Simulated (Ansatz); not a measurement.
System: CsCl (CsCl type), 2 atoms in the cell.

Computed with HSE06, plane waves, PAW datasets (earlier set, tuned by hand) (Ansatz 0.2.0 development build).

Cutoff 660 eV; exchange singularity: regularized; k-mesh 6×6×6 Γ-centred; Fermi–Dirac smearing of 0.02 eV; no spin polarisation; no spin–orbit coupling.

```
Cs Cl
1.0
     4.20000    0.00000    0.00000
     0.00000    4.20000    0.00000
     0.00000    0.00000    4.20000
Cs Cl
1 1
Direct
  0.00000 0.00000 0.00000
  0.50000 0.50000 0.50000
```

Problem. What pressure does the calculation give?

Solution. The pressure is -0.26 GPa, so at these settings the cell is stretched and would shrink.

The stress includes the program's correction for the finite plane-wave basis.
